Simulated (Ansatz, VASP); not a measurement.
## In, level by level in two programs

```
In
1.0
    -1.59229    1.59229    2.42320
     1.59229   -1.59229    2.42320
     1.59229    1.59229   -2.42320
In
1
Direct
  0.00000 0.00000 0.00000
```

Single points on this cell with VASP 6.6.1 and Ansatz 0.2.0. Each row is one pair of runs. Alike in all rows: spin: off; k mesh: 11 × 11 × 11; smearing: fermi-dirac, width 0.05 eV.

```csv
level,"VASP's potentials, cutoff","Ansatz's potentials, cutoff","gap on the k mesh at the Fermi level (eV), VASP","gap on the k mesh at the Fermi level (eV), Ansatz","pressure (GPa), VASP","pressure (GPa), Ansatz","largest component of the traceless stress (GPa), VASP","largest component of the traceless stress (GPa), Ansatz"
LDA,"VASP PAW LDA potentials, release 64 (In_d), 520 eV","Ansatz PAW, 420 eV",none,none,0.1,0.1,0.36,0.33
PBE,"VASP PAW PBE potentials, release 64 (In_d), 520 eV","Ansatz PAW, 420 eV",none,none,5.3,5.3,0.60,0.60
r2SCAN,"VASP PAW PBE potentials, release 64 (In_d), 520 eV","Ansatz PAW, 500 eV",none,none,3.4,3.4,0.44,0.44
```

Pressure (GPa): the two programs differ by at most 0.06; largest component of the traceless stress (GPa): the two programs differ by at most 0.027.

A gap of «none» marks a metal or a gap that the smearing closes.

Caveats: the PAW data sets were made with another functional, which shifts forces and pressure a little (VASP); the PAW data sets come from PBE, with cores solved anew for the run's functional, which leaves a small shift of forces and pressure (Ansatz).
